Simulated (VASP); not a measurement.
Input of a VASP 6.6.1 run:

Contents of INCAR:

```
ALGO = Normal ; EDIFF = 1E-8
ENCUT = 520 ; GGA = PE
IBRION = 8 ; ISIF = 2
ISMEAR = 0 ; LASPH = True
LCHARG = False ; LEPSILON = True
LREAL = False ; LWAVE = False
NELM = 60 ; NSW = 1
PREC = Accurate ; SIGMA = 0.02
```

File KPOINTS:

```
k-points
0
Gamma
  2 2 2
```

POSCAR

```
InP                                     
1.0
    0.0000000000      3.1177956003      3.1177956003
    3.1177956003     -0.0000000000      3.1177956003
    3.1177956003      3.1177956003      0.0000000000
  In              P             
     1     1
Direct
     1.0000000000000000    1.0000000000000000    1.0000000000000000
     0.2500000000000000    0.2500000000000000    0.2500000000000000
```

Potentials or basis: VASP PAW PBE potentials, release 64 (In_d, P).

The run is started by

```sh
$ cat potpaw_PBE.64/In_d/POTCAR potpaw_PBE.64/P/POTCAR > POTCAR
$ mpirun -np 1 vasp_std > vasp.out
```

Predict the electronic dielectric tensor (diagonal).

384.46.

Predict the Born charges (mean of the diagonal).

In +4.77; P -4.77 e.

Estimate the highest phonon frequency at Γ.

0 cm⁻¹.

Born effective charge tensors (e):
atom 1, In
```
4.77 0.00 0.00
0.00 4.77 0.00
0.00 0.00 4.77
```
atom 2, P
```
-4.77  0.00  0.00
 0.00 -4.77  0.00
 0.00  0.00 -4.77
```

Caveat: the k mesh is coarse (spacing up to 0.87 Å⁻¹), so the values aren't converged; some modes are imaginary.
